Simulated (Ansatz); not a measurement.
**KCl: an elastic constant from a strain scan**

Computed with DFT PBEsol, scalar-relativistic, plane waves, PAW (Ansatz). Cutoff 420 eV, Γ-centred 6×6×6 k-points, Gaussian smearing of 0.05 eV. No spin polarisation. Energies are free energies at this smearing, counted from the undisturbed cell; pressure is positive in compression.

Zero of the scan (as given, not relaxed at this level; it stands at -0.6 GPa):

```
K Cl
1.0
     0.00000    3.15610    3.15610
     3.15610    0.00000    3.15610
     3.15610    3.15610    0.00000
K Cl
1 1
Direct
  0.00000 0.00000 0.00000
  0.50000 0.50000 0.50000
```

The cell is strained by ε times the Voigt pattern (1, -1, 0, 0, 0, 0) (xx, yy, zz, yz, xz, xy; engineering shear) with fractional coordinates fixed. The cell holds 2 atoms in V0 = 62.88 Å³. The stress column is τ = (1/V0) dE/dε, got from the stress tensor σ (compression positive) at each point as −det(1 + εP) σ : P(1 + εP)⁻¹, with P the pattern as a tensor.

| ε | ΔE (meV/atom) | τ (GPa) |
| --- | --- | --- |
| -0.0525 | 17.030 | -3.475 |
| -0.0450 | 12.342 | -2.901 |
| -0.0375 | 8.472 | -2.364 |
| -0.0300 | 5.371 | -1.856 |
| -0.0225 | 2.999 | -1.371 |
| -0.0150 | 1.326 | -0.905 |
| -0.0075 | 0.330 | -0.449 |
| 0.0000 | 0.000 | 0.000 |
| 0.0075 | 0.330 | 0.449 |
| 0.0150 | 1.326 | 0.905 |
| 0.0225 | 2.999 | 1.371 |
| 0.0300 | 5.371 | 1.856 |
| 0.0375 | 8.472 | 2.364 |
| 0.0450 | 12.342 | 2.901 |
| 0.0525 | 17.030 | 3.475 |
| 0.0600 | ? | ? |

Which combination of elastic constants does this scan measure, and how large is it?

For small ε, τ = τ0 + Kε with K = pᵀCp, which for this pattern is 2(C11 − C12) in the cubic axes. The parabola through τ at ε = -0.0075, 0 and 0.0075 has slope K = 60 GPa at zero. The energies per cell, E = NΔE, of the same two points give K = 2[E(ε₊)/ε₊ − E(ε₋)/ε₋]/[(ε₊ − ε₋)V0] = 60 GPa, in agreement.

Predict the withheld row at ε = 0.0600 from the harmonic law, and compare.

ΔE = V0(τ0 ε + Kε²/2)/N = 21.162 meV/atom and τ = 3.59 GPa. The calculation gives 22.592 meV/atom and 4.09 GPa: the energy lies 7 % above the harmonic value.